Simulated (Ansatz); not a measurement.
MoS2, 3 atoms in the cell. Symmetry: R3m, No. 160, trigonal system. The conventional cell has a = 3.163 Å, b = 3.163 Å, c = 18.370 Å, α = 90.00°, β = 90.00°, γ = 120.00°. Mo (site symmetry 3m) has 6 S at 2.36 Å as nearest neighbours. S (site symmetry 3m) has 3 Mo at 2.36 Å as nearest neighbours. S (site symmetry 3m) has 3 Mo at 2.36 Å as nearest neighbours. Measurements of this composition are mostly on another form, of space group No. 194.

| Quantity | Value |
| --- | --- |
| Program | Ansatz 0.2.0 |
| Task | phonons |
| Functional | PBEsol |
| Potentials or basis | all-electron PAW datasets made for the crystal |
| Cutoff | 300 eV (chosen from the basis error) |
| k mesh | 10 × 10 × 10 |
| Occupations | fermi-dirac, width 0.05 eV |
| Spin | no spin polarisation |

Potentials or basis: all-electron PAW datasets made for the crystal.

Run with:

```bash
$ ansatz run input.yaml --threads 2 --pin off --max-ram 6144MiB --backend cpu --events-out ev --progress --plain --runs-dir out
```

Hardware: 2 threads of Arm Neoverse V1, on a shared host.

**Question.** How long does it take, and how much memory?

**Answer.** It took 3.9 min on 2 threads of Arm Neoverse V1, on a shared host, peak memory 1.3 GiB. Counts: scf iterations 51, plane waves 623, k points 116, bands 19.
